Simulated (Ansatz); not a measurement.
## ZnAu: a vibration from a frozen displacement

Method: DFT PBE, scalar-relativistic, plane waves, PAW (Ansatz). The runs took a 420 eV cutoff, a Γ-centred 16×16×16 mesh and Gaussian smearing (0.15 eV). Spin–orbit coupling is left out, which matters for the heavy elements here. No spin polarisation. Energies are free energies at this smearing, counted from the undisturbed cell; pressure is positive in compression.

Reference structure (as given, not relaxed at this level; it stands at 4.8 GPa, and it needn't be the usual structure):

```
CELL_PARAMETERS angstrom
3.14700 0.00000 0.00000
0.00000 3.14700 0.00000
0.00000 0.00000 3.14700
ATOMIC_POSITIONS crystal
Zn 0.50000 0.50000 0.50000
Au 0.00000 0.00000 0.00000
```

Every Au atom is moved by x along the Cartesian unit vector (0.707, -0.707, 0.000); the cell and all other atoms stay fixed. The cell's volume is 31.17 Å³; the moved atoms weigh 196.967 u together and the others 65.380 u. Some rows repeat others by symmetry and weren't run.

```
  x (Å)  ΔE (meV/cell) total force on the moved atoms along the move (eV/Å) pressure (GPa)
-0.3000         191.15                                                1.4219          9.6892
-0.2625         142.37                                                1.1838          8.5082
-0.2250         102.06                                                0.9697          7.5037
-0.1875          69.38                                                0.7764          6.6675
-0.1500          43.62                                                0.6002          5.9926
-0.1125          24.19                                                0.4378          5.4735
-0.0750          10.64                                                0.2861          5.1058
-0.0375           2.64                                                0.1413          4.8865
 0.0000           0.00                                                0.0000          4.8135
 0.0375           2.64                                               -0.1413          4.8865
 0.0750          10.64                                               -0.2861          5.1058
 0.1125          24.19                                               -0.4378          5.4735
 0.1500          43.62                                               -0.6002          5.9926
 0.1875          69.38                                               -0.7764          6.6675
 0.2250         102.06                                               -0.9697          7.5037
 0.2625         142.37                                               -1.1838          8.5082
 0.3000         191.15                                               -1.4219          9.6892
```

Question: What frequency belongs to this motion?

Answer: The force constant is k = −dF/dx = 3.767 eV/Å², from the parabola through x = -0.0375, 0 and 0.0375. In every cell the moved atoms swing against the rest, so the mass is μ = m₁m₂/(m₁ + m₂) = 49.086 u, and ν̃ = 521.5 cm⁻¹ × √(|k|/μ) = 144 cm⁻¹, at this cell's pressure of 4.8 GPa. To first order in x, and within 1 %, the force on every atom lies along the move and, within each of the two groups, in proportion to the atom's mass, so this is itself a mode at the zone centre of this cell.

Question: How far does the harmonic law reach?

Answer: At x = -0.300 Å, kx²/2 = 169.54 meV against the computed 191.15 meV (+12.7 %): the well stiffens in this direction at large amplitude.

Question: The pressure changes with x². What does that say about the frequency under compression?

Answer: With E = k(V)x²/2, k ∝ V^(−2γ) and x scaling with the cell as V^(1/3), P − P0 = −∂E/∂V = (2γ − 2/3) ΔE/V. At x = 0.0750 Å, V(P − P0) = 31.17 × 0.29228 / 160.2 eV = 56.86 meV and ΔE = 10.64 meV, so γ = 1/3 + V(P − P0)/(2ΔE) = 3.00. This is the Grüneisen parameter of the motion under uniform scaling of the cell: shrinking the cell evenly by 1 % in volume raises the frequency by about 3.00 %.

In a metal these slopes depend on the k mesh and the smearing.